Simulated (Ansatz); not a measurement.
An 8-atom cell of ZnGeP2 (I-42d) from a materials database, relaxed with r2SCAN in Ansatz 0.2.0. The symmetry is I-42d (No. 122, tetragonal); a = 5.447 Å, c = 10.731 Å in the conventional setting, 19.90 Å³ an atom. Zn is surrounded by 4 P at 2.36 Å; Ge is surrounded by 4 P at 2.33 Å; P is surrounded by 2 Ge at 2.33 Å and 2 Zn at 2.36 Å.

The axes x, y and z are those of this cell:
```
CELL_PARAMETERS angstrom
-2.72334 2.72334 5.36559
2.72334 -2.72334 5.36559
2.72334 2.72334 -5.36559
ATOMIC_POSITIONS crystal
Zn 0.75000 0.25000 0.50000
Zn 0.00000 0.00000 0.00000
Ge 0.25000 0.75000 0.50000
Ge 0.50000 0.50000 0.00000
P 0.12921 0.62500 0.00421
P 0.87500 0.87079 0.49579
P 0.37500 0.37921 0.50421
P 0.62079 0.12500 0.99579
```

Unstrained: PBE gives an indirect gap of 1.208 eV, from Γ to k = (0.432, -0.438, 0.438); the least direct gap is 1.398 eV at Γ. The lowest empty level at X lies only 33 meV higher, so the place of the conduction bottom isn't settled. r2SCAN gives an indirect gap of 1.430 eV, from Γ to k = (0.432, -0.438, 0.438); the least direct gap is 1.627 eV at Γ. HSE06 gives an indirect gap of 1.888 eV, from Γ to k = (0.432, -0.438, 0.438); the least direct gap is 2.042 eV at Γ. Meshes: PBE 6×6×6, r2SCAN 6×6×6, HSE06 4×4×4. Strains are changes of length per length. After each strain the atoms were relaxed again with r2SCAN in this cell and within any symmetry left, so distortions that break it or need a larger cell weren't tested; points keep the names that they have in the unstrained zone. Calculated for a static, non-magnetic cell.

Task: Estimate what isotropic -2.0 % on every length does to the gap.

Result: PBE: the gap goes from 1.208 to 1.112 eV (-0.096 eV). r2SCAN: the gap goes from 1.430 to 1.336 eV (-0.094 eV). HSE06: the gap goes from 1.888 to 1.788 eV (-0.100 eV). The r2SCAN energy rises by 20.2 meV an atom.

Task: Estimate what isotropic +1.0 % on every length does to the gap.

Result: PBE: the gap goes from 1.208 to 1.167 eV (-0.042 eV); the edges go from Γ → (0.432, -0.438, 0.438) to Γ → Γ–X (0.98). r2SCAN: the gap goes from 1.430 to 1.472 eV (+0.042 eV); the edges go from Γ → (0.432, -0.438, 0.438) to Γ → Γ–X (0.98). HSE06: the gap goes from 1.888 to 1.972 eV (+0.084 eV); the edges go from Γ → (0.432, -0.438, 0.438) to Γ → Γ–X (0.98). The r2SCAN energy rises by 4.6 meV an atom.

Task: Estimate what isotropic +2.0 % on every length does to the gap.

Result: PBE: the gap goes from 1.208 to 0.996 eV (-0.212 eV). r2SCAN: the gap goes from 1.430 to 1.397 eV (-0.033 eV); the edges go from Γ → (0.432, -0.438, 0.438) to Γ → X. HSE06: the gap goes from 1.888 to 1.890 eV (+0.002 eV); the edges go from Γ → (0.432, -0.438, 0.438) to Γ → X. The r2SCAN energy rises by 17.6 meV an atom.

Task: Apply isotropic -1.0 % on every length. How far does the gap move, against the unstrained cell?

Result: PBE: the gap goes from 1.208 to 1.163 eV (-0.045 eV). r2SCAN: the gap goes from 1.430 to 1.386 eV (-0.044 eV). HSE06: the gap goes from 1.888 to 1.840 eV (-0.047 eV). The r2SCAN energy rises by 4.9 meV an atom.

Task: Estimate what isotropic -3.0 % on every length does to the gap.

Result: PBE: the gap goes from 1.208 to 1.056 eV (-0.153 eV). r2SCAN: the gap goes from 1.430 to 1.280 eV (-0.149 eV). HSE06: the gap goes from 1.888 to 1.729 eV (-0.159 eV). The r2SCAN energy rises by 47.1 meV an atom.

Task: Estimate what isotropic +3.0 % on every length does to the gap.

Result: PBE: the gap goes from 1.208 to 0.805 eV (-0.404 eV). r2SCAN: the gap goes from 1.430 to 1.216 eV (-0.214 eV). HSE06: the gap goes from 1.888 to 1.691 eV (-0.197 eV). The r2SCAN energy rises by 38.3 meV an atom.

The runs are scalar-relativistic, without spin-orbit coupling.

Where an edge lies off the special points, it is a point of the mesh or the k point where a search put PBE's edge or least direct gap, reused for the other functionals, whose own edges may lie a little apart.

Coordinates of k points refer to the reciprocal vectors of the primitive cell of the runs.

The meshes of the hybrids are coarse, so their gaps aren't converged to the digits shown.
